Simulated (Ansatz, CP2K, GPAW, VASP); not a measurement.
**Cd: 5 runs at one level of theory**

```
CELL_PARAMETERS angstrom
2.97887 0.00000 0.00000
-1.48944 2.57978 0.00000
0.00000 0.00000 5.61765
ATOMIC_POSITIONS crystal
Cd 0.66667 0.33333 0.75000
Cd 0.33333 0.66667 0.25000
```

Alike in all runs: task single point; functional RPBE; k mesh 10 × 10 × 5; occupations gaussian, width 0.05 eV; no spin polarisation; no spin-orbit coupling. Pressure is positive in compression and, in plane waves, holds the error of the finite cutoff, which Ansatz's Pulay term estimates and takes out.

```json
{"program and potentials": "Ansatz, Ansatz PAW", "plane-wave cutoff (eV)": "420", "notes": "potentials made for PBE, which Ansatz adapts in part; 20 valence electrons an atom on average; Pulay term of +0.07 GPa included", "pressure (GPa)": "5.57"}
{"program and potentials": "CP2K, POTENTIAL_UZH Cd GTH-PBE-q12; TZVP-MOLOPT-PBE-GTH basis", "plane-wave cutoff (eV)": "-", "notes": "atomic basis; potentials made for PBE; 12 valence electrons an atom on average", "pressure (GPa)": "5.38"}
{"program and potentials": "GPAW, the program's PAW data sets (release 1.2.1) made for this functional", "plane-wave cutoff (eV)": "600", "notes": "12 valence electrons an atom on average", "pressure (GPa)": "5.00"}
{"program and potentials": "VASP, PBE PAW files Cd, 520 eV", "plane-wave cutoff (eV)": "520", "notes": "potentials made for PBE; 12 valence electrons an atom on average", "pressure (GPa)": "5.91"}
{"program and potentials": "Ansatz, all-electron LAPW, scalar-relativistic", "plane-wave cutoff (eV)": "-", "notes": "-", "pressure (GPa)": "5.56"}
```

The pressure spans 5.00 (GPAW, the program's PAW data sets (release 1.2.1) made for this functional) to 5.91 GPa (VASP, PBE PAW files Cd, 520 eV), with all-electron results at 5.56. Some sets were made for another functional than the one run, which can shift their rows. Rows in atomic bases carry the error of their basis and grid, which can be large.

The functional is the same throughout but for its coding, so the spread measures potentials, basis and numerics; runs on potential files found faulty are left out.
